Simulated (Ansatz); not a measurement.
RuO2 under a change: biaxial strain −3.08 %, plane normal [001], relaxed out of plane

The reference is RuO2 in the rutile structure (space group P4_2/mnm, No. 136; a = 4.4799 Å, c = 3.1069 Å). Axes: x, y, z lie along a, b, c of the conventional cell.

Perturbation: biaxial strain −3.08 %, plane normal [001], relaxed out of plane (Cartesian); in-plane vectors clamped, the third vector and the atoms free.

The values are results of r2SCAN (Ansatz, a program for electronic structure; PAW; 500 eV plane waves; without spin-orbit coupling), not measurements. Settings: 11×11×15 k-points, 0.05 eV Fermi–Dirac smearing.

```json
[
 {"quantity": "volume per atom", "base": "10.39 Å³", "changed": "9.98 Å³", "shift": "-0.416 Å³"},
 {"quantity": "space group", "base": "P4_2/mnm (No. 136)", "changed": "P4_2/mnm (No. 136)", "shift": "–"},
 {"quantity": "shortest interatomic distance", "base": "193.4 pm", "changed": "189.4 pm", "shift": "-4.0 pm"},
 {"quantity": "pressure (mean of the normal stresses, compression positive)", "base": "0.0 GPa", "changed": "10.5 GPa", "shift": "+10.5 GPa"},
 {"quantity": "band gap", "base": "zero", "changed": "zero", "shift": "–"},
 {"quantity": "out-of-plane strain (rough)", "base": "–", "changed": "+2.19 %", "shift": "–"},
 {"quantity": "mean in-plane stress (compression positive) (rough)", "base": "–", "changed": "+15.7 GPa", "shift": "–"}
]
```

Final structure (turned so that z lies along the plane normal):

```yaml
crystal:
  lattice:
    - [4.34195, 0.00000, 0.00000]
    - [0.00000, 4.34195, 0.00000]
    - [0.00000, 0.00000, 3.17500]
  atoms:
    - { symbol: Ru, position: [0.50000, 0.50000, 0.50000] }
    - { symbol: Ru, position: [0.00000, 0.00000, 0.00000] }
    - { symbol: O, position: [0.80847, 0.80847, 0.50000] }
    - { symbol: O, position: [0.30847, 0.69153, 0.00000] }
    - { symbol: O, position: [0.69153, 0.30847, 0.00000] }
    - { symbol: O, position: [0.19153, 0.19153, 0.50000] }
```

Without a gap, meshes like the base's 11×11×15 leave anisotropic stresses uncertain by several tenths of a GPa, and small strain energies with them. No phonon test of stability was made. Seeded moments were not kept for the base. No Hubbard U is applied, and correlation can decide whether such a compound is a metal. All final runs are without spin polarisation.
